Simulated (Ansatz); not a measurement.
# InP (F-43m) in Ansatz: relaxation of cell and atoms with RPBE

Aim: the relaxation of cell and atoms of InP with RPBE.

All numbers are computed with Ansatz 0.2.0; they aren't measurements. Logs are shortened: lines on timing, memory, paths and dates and some standing lists are left out, and cuts for length are marked.

### 1 The structure

The structure is cubic, space group F-43m (No. 216). Conventional cell: a = 5.861 Å, b = 5.861 Å, c = 5.861 Å, α = 90.00°, β = 90.00°, γ = 90.00°. In (site symmetry -43m) is surrounded by 4 P at 2.54 Å. P (site symmetry -43m) has 4 In at 2.54 Å as nearest neighbours.

### 2 Relaxation of cell and atoms, RPBE

Input file input.yaml:

```yaml
crystal:
  lattice:
    - [0.0, 2.9305, 2.9305]
    - [2.9305, 0.0, 2.9305]
    - [2.9305, 2.9305, 0.0]
  atoms:
    - { symbol: In, position: [0.0, 0.0, 0.0] }
    - { symbol: P, position: [0.75, 0.75, 0.75] }
kpoints:
  mp_grid: { grid: [8, 8, 8] }
scf:
  occupations: { method: fermi_dirac, width: 0.05 }
hamiltonian:
  xc: rpbe
  pseudopotentials: { kind: all_electron, lapw: { basis_error: 0.001 } }
output:
  forces: true
  stress: true
relax:
  f_tol: 0.02
  max_steps: 60
  cell: {}
```

Potentials or basis: all-electron LAPW, scalar-relativistic.

The run is started by

```
ansatz run input.yaml --threads 1 --pin off --max-ram 3072MiB --backend cpu --events-out ev --progress --plain --runs-dir out
```

Output:

```text
Warning: RAYON_NUM_THREADS=1 ignored (pool sized by the plan → 1); use --threads N
The last accepted step is kept in <dir> (removed where the run ends without a failure and the disk answers)
LAPW: plane waves up to 8.341 Å⁻¹, error target 1.0e-3 eV per atom; small_component_spin mean_spin; P in spheres of 1.076 Å, 13 of its electrons in bands, Dirac shells []; In in spheres of 1.386 Å, 21 of its electrons in bands, Dirac shells [] (how accurate: hamiltonian.pseudopotentials.lapw.basis_error, Limitations)
Engine: ansatz 0.2.0, x86_64-unknown-linux-gnu
Pseudopotentials: kind: all_electron
Pseudopotential: In, LAPW, valence charge 21, lapw/all_electron/scalar/gaussian/In, Koelling and Harmon's equation, gaussian nucleus
Pseudopotential: P, LAPW, valence charge 13, lapw/all_electron/scalar/gaussian/P, Koelling and Harmon's equation, gaussian nucleus
Functional definition: RPBE
  parameter kappa = 0.804
  parameter beta = 0.06672455060314922
  exchange = rpbe_x(kappa = kappa, mu = beta*pi^2/3)
  correlation = pbe_c(beta = beta)
Crystal: 2 atoms, lattice volume = 50.333 Å³
Basis set: ecut = 265.0535283903804 eV, 531 PW (Γ), exchange–correlation at level 2
Bands: 21, of which v1, the nominal top of the filled ones, is band 17 counted from 1 (16 counted from 0)
Symmetry: 24 space group operations
Space group: F-43m (ITA 216), of the structure as read, at distance tolerance 3.7e-5 Å
k-points: 29 of 512 (time reversal used)
Non-local potential: In, projectors of the file, none
Non-local potential: P, projectors of the file, none
Initial density: superposition of atomic densities (chi_scale 0.1, normalization cell, long waves kept (reshape's long-wave potential 0.00 eV rms))
Initial wavefunctions: plane waves of lowest kinetic energy (no species holds an atomic orbital)
Functional: x = rpbe, c = pbe(β = 0.06672455060314922)
iter 1 solved again at ethr=4.00e-3 eV; its pass at ethr=1.00e-1 eV (dr2=1.36e0 eV) is discarded
SCF iter   1: F=—  HF=-169367.498532 eV  |F-HF|=—  |Δ(HF+E_count)|=         —  Δρ=3.78e-2  dr2=1.36e0  ethr=4.00e-3  ⟨swp⟩=2.0  Hψ=4089  notcnv=0
preconditioner: auto → none  [insulator: Δε(μ)=1.209 eV  Ē_g=14.311 eV  σ=0.050 eV  W_gap=1.00  n_scr=14 (ndim 8)  ℏωp=22.2 eV  f_vac=0.032  D(μ)=0.00/eV (n_scr^D=0)  ε∞_Penn≈3.4]
iter 2 solved again at ethr=2.06e-4 eV; its pass at ethr=4.00e-3 eV (dr2=6.99e-2 eV) is discarded
SCF iter   2: F=—  HF=-169367.102836 eV  |F-HF|=—  |Δ(HF+E_count)|=   3.96e-1  Δρ=1.28e-2  dr2=7.00e-2  ethr=2.06e-4  ⟨swp⟩=2.0  Hψ=3202  notcnv=0
SCF iter   3: F=—  HF=-169367.083504 eV  |F-HF|=—  |Δ(HF+E_count)|=         —  Δρ=6.41e-3  dr2=1.71e-2  ethr=2.06e-4  ⟨swp⟩=2.0  Hψ=1786  notcnv=0
the basis was enlarged: its passes take 336.8 KiB over the memory plan, 1 of 1 planned eigensolver slots
SCF iter   4: F=—  HF=-169367.088165 eV  |F-HF|=—  |Δ(HF+E_count)|=   4.66e-3  Δρ=1.47e-3  dr2=1.24e-3  ethr=5.03e-5  ⟨swp⟩=2.7  Hψ=1799  notcnv=0  defer=1
SCF iter   5: F=—  HF=-169367.088106 eV  |F-HF|=—  |Δ(HF+E_count)|=   5.94e-5  Δρ=2.47e-4  dr2=3.68e-5  ethr=3.66e-6  ⟨swp⟩=3.0  Hψ=1783  notcnv=0
SCF iter   6: F=—  HF=-169367.088216 eV  |F-HF|=—  |Δ(HF+E_count)|=   1.11e-4  Δρ=5.50e-5  dr2=1.59e-6  ethr=1.08e-7  ⟨swp⟩=3.0  Hψ=1788  notcnv=0
SCF iter   7: F=-169367.088224 eV  HF=-169367.088224 eV  |F-HF|=8.82e-8  |Δ(HF+E_count)|=   7.53e-6  Δρ=5.57e-6  dr2=2.10e-8  ethr=4.69e-9  ⟨swp⟩=3.0  Hψ=1799  notcnv=0
[... 21 lines left out ...]
preconditioner: auto → none  [insulator: Δε(μ)=0.412 eV  Ē_g=14.510 eV  σ=0.050 eV  W_gap=0.96  n_scr=14 (ndim 8)  ℏωp=21.3 eV  f_vac=0.173  D(μ)=0.00/eV (n_scr^D=0)  ε∞_Penn≈3.2]
SCF iter   2: F=—  HF=-169367.150052 eV  |F-HF|=—  |Δ(HF+E_count)|=   9.65e-8  Δρ=1.97e-5  dr2=4.00e-7  ethr=7.36e-9  ⟨swp⟩=3.0  Hψ=1767  notcnv=0
SCF iter   3: F=-169367.150053 eV  HF=-169367.150053 eV  |F-HF|=1.02e-7  |Δ(HF+E_count)|=   3.27e-7  Δρ=9.02e-6  dr2=7.55e-8  ethr=1.18e-9  ⟨swp⟩=3.0  Hψ=1758  notcnv=0
SCF 3 converged in 3 iterations: F = -169367.150053 eV  dr2 = 7.55e-8
relax step   3: F+E_penalty+E_count = -169367.15005280 eV  Δ(F+E_penalty+E_count) = -3.913e-4 eV  max|allowed force component| = 3.816e-17 eV/Å  Δτ_max = 0.0000 Å  P = -0.050 GPa  Ω = 54.518 Å³  (3 SCF iters, accepted)
iter 1 solved again at ethr=2.22e-10 eV; its pass at ethr=1.00e-1 eV (dr2=7.56e-8 eV) is discarded
SCF iter   1: F=—  HF=-169367.150052 eV  |F-HF|=—  |Δ(HF+E_count)|=         —  Δρ=9.02e-6  dr2=7.56e-8  ethr=2.22e-10  ⟨swp⟩=3.9  Hψ=2964  notcnv=0
preconditioner: auto → none  [insulator: Δε(μ)=0.413 eV  Ē_g=14.510 eV  σ=0.050 eV  W_gap=0.96  n_scr=14 (ndim 8)  ℏωp=21.3 eV  f_vac=0.173  D(μ)=0.00/eV (n_scr^D=0)  ε∞_Penn≈3.2]
SCF iter   2: F=-169367.150052 eV  HF=-169367.150052 eV  |F-HF|=4.67e-8  |Δ(HF+E_count)|=   1.03e-7  Δρ=5.14e-6  dr2=2.24e-8  ethr=2.22e-10  ⟨swp⟩=3.0  Hψ=1789  notcnv=0
SCF 4 converged in 2 iterations: F = -169367.150052 eV  dr2 = 2.24e-8
relax step   4: F+E_penalty+E_count = -169367.15005220 eV  Δ(F+E_penalty+E_count) = +6.045e-7 eV  max|allowed force component| = 3.354e-17 eV/Å  Δτ_max = 0.0000 Å  P = -0.049 GPa  Ω = 54.518 Å³  stress off target by 4.93e-2 GPa  SCF on the basis re-selected at this cell (its energy is not comparable with the rows above)  (2 SCF iters)
basis re-selected at this cell: Δ(F+E_penalty+E_count) = +6.045e-7 eV, ΔP = +0.000 GPa vs the last step (what re-selecting the basis moved, after the strain that the cell walked since its last selection, with what the two solves' SCF thresholds leave and, on support functions, any second-order correction that the steps lacked; it is no measure of the basis error at this ecutwfc). This SCF's stress stands 4.93e-2 GPa from its target on what of the cell is left free (relax.cell.stress_tol is 5.00e-2 GPa) and its largest allowed force component is 3.35e-17 eV/Å (relax.f_tol is 2.00e-2 eV/Å): within both
SCF converged after 2 iterations
Free energy (F): -169367.150052 eV
Harris-Foulkes:  -169367.150052 eV  (|F-HF|=4.67e-8)
Internal energy: -169367.149985 eV  (E = F + TS)
E sigma→0 (E₀):  -169367.150019 eV
Entropy (-TS):   -0.000067 eV (-0.033 meV/atom)
Fermi energy:    8.311632 eV
--- Per-component energies (eV) ---
  E_band       = -1614.704213
  E_kinetic    = 177342.275889
  E_xc         = -4996.421926
  E_electrostatic = -341713.003948  (all electrons and nuclei)
  E_smearing   = -0.000067  (= −TS)
  E_closure    = 0.000000  (closes the sum)
  E_atoms      = -169359.424841  (free atoms, spherical and without spin; not in F)
  Σ components = -169367.150052   (vs F -169367.150052, Δ=0.00e0)
  Basis errors (estimates in eV, not in F): energy 4.0e-4 per atom: plane waves 3.6e-4 (2.1e-4 summed), levels above the bands 1.1e-36, relativity 5.1e-8, radial functions 4.2e-5, core shells 8.2e-8; eigenvalues (radial functions only) 4.7e-7; not estimated: angular momenta, meshes, grids; target (lapw.basis_error) 1.0e-3; muffin-tin radii P 1.105 Å, In 1.423 Å
--- Forces (eV/Å), atoms counted from 1 ---
  atom   1  In     0.00000000    -0.00000000    -0.00000000
  atom   2  P     -0.00000000     0.00000000     0.00000000
  max |Σ_I F_I| component: 1.62e-17 eV/Å
--- Stress (GPa, compression-positive) ---
       -0.049294       0.000000       0.000000
        0.000000      -0.049294       0.000000
        0.000000       0.000000      -0.049294
  P = ⅓ Tr σ = -0.0493 GPa (-0.493 kbar)
--- Relaxed structure (3 steps of the walk, 3 accepted, 1 SCFs on fresh bases) ---
  F+E_penalty+E_count = -169367.15005220 eV   max|allowed force component| = 3.354e-17 eV/Å   (the final SCF, on the basis selected at the relaxed cell)
  cell:  # Å, volume = 54.5178 Å³
    - [6.114446439474709e-34, 3.009557591882392, 3.009557591882392]
    - [3.009557591882392, 1.6177806204443496e-33, 3.009557591882392]
    - [3.009557591882392, 3.009557591882392, 1.7196880611022615e-33]
  atoms:
    - { symbol: In, position: [-2.781127509196785e-36, -7.936910045476992e-35, 7.397799174463461e-35] }
    - { symbol: P, position: [0.7499999999999999, 0.7499999999999999, 0.7499999999999999] }
```

Run time: 51 s. Hardware: 1 thread of Intel Xeon at 2.50GHz (Skylake/Cascade Lake), shared host; peak memory 0.32 GiB.

What came out:

| Property | Result |
| --- | --- |
| Free energy | -169367.1501 eV |
| Relaxed volume | 27.26 Å³/atom |
| Relaxed cell | a = 4.256 Å, b = 4.256 Å, c = 4.256 Å, α = 60.00°, β = 60.00°, γ = 60.00° |
| Space group after relaxing (to 0.05 Å) | F-43m (No. 216) |
| Energy gained by relaxing | 30.9 meV/atom |
| Ionic steps | 4 |
| Pressure after relaxing | 0.0 GPa |
| Band gap on the k mesh | 0.41 eV |

The path:
| step | energy change (eV) | largest force (eV/Å) | volume (Å³) |
| --- | --- | --- | --- |
| 1 | 0.0000 | 0.0000 | 50.33 |
| 2 | -0.0614 | 0.0000 | 54.83 |
| 3 | -0.0618 | 0.0000 | 54.52 |
| 4 | -0.0618 | 0.0000 | 54.52 |

Final structure:
```yaml
crystal:
  lattice:
    - [0.00000, 3.00956, 3.00956]
    - [3.00956, 0.00000, 3.00956]
    - [3.00956, 3.00956, 0.00000]
  atoms:
    - { symbol: In, position: [0.00000, 0.00000, 0.00000] }
    - { symbol: P, position: [0.75000, 0.75000, 0.75000] }
```

Caveat: spin-orbit coupling is left out, which moves the levels of the heavy elements. RPBE and its kin give volumes clearly too large for solids.
